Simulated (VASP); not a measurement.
Crystal: AlN.

```
Al N
1.0
     3.11300    0.00000    0.00000
    -1.55650    2.69594    0.00000
     0.00000    0.00000    4.98100
Al N
2 2
Direct
  0.33333 0.66667 0.00000
  0.66667 0.33333 0.50000
  0.33333 0.66667 0.38000
  0.66667 0.33333 0.88000
```

| Item | Value |
| --- | --- |
| Program | VASP 6.6.1 |
| Task | relaxation of cell and atoms |
| Functional | PBE |
| Potentials or basis | VASP PAW PBE potentials, release 64 (Al, N) |
| Cutoff | 600 eV |
| k mesh | 12 × 12 × 6 |
| Occupations | gaussian, width 0.03 eV |
| Spin | no spin polarisation |

At the start: pressure 3.3 GPa; volume 10.45 Å³/atom.

Question: Where does the relaxation end?

Answer: Over 3 steps the energy falls by 2.1 meV/atom and the volume is 10.62 Å³/atom (+1.7 %); space group P6_3mc (No. 186, to 0.05 Å).

The path:
```csv
step,energy change (eV),largest force (eV/Å),pressure (GPa),volume (Å³)
1,0.0000,0.1289,3.35,41.80
2,-0.0017,0.0910,-2.80,43.14
3,-0.0083,0.0042,0.02,42.50
```

Final structure:
```
CELL_PARAMETERS angstrom
3.12734 0.00000 0.00000
-1.56367 2.70836 0.00000
0.00000 0.00000 5.01754
ATOMIC_POSITIONS crystal
Al 0.33333 0.66667 0.99934
Al 0.66667 0.33333 0.49934
N 0.33333 0.66667 0.38066
N 0.66667 0.33333 0.88066
```
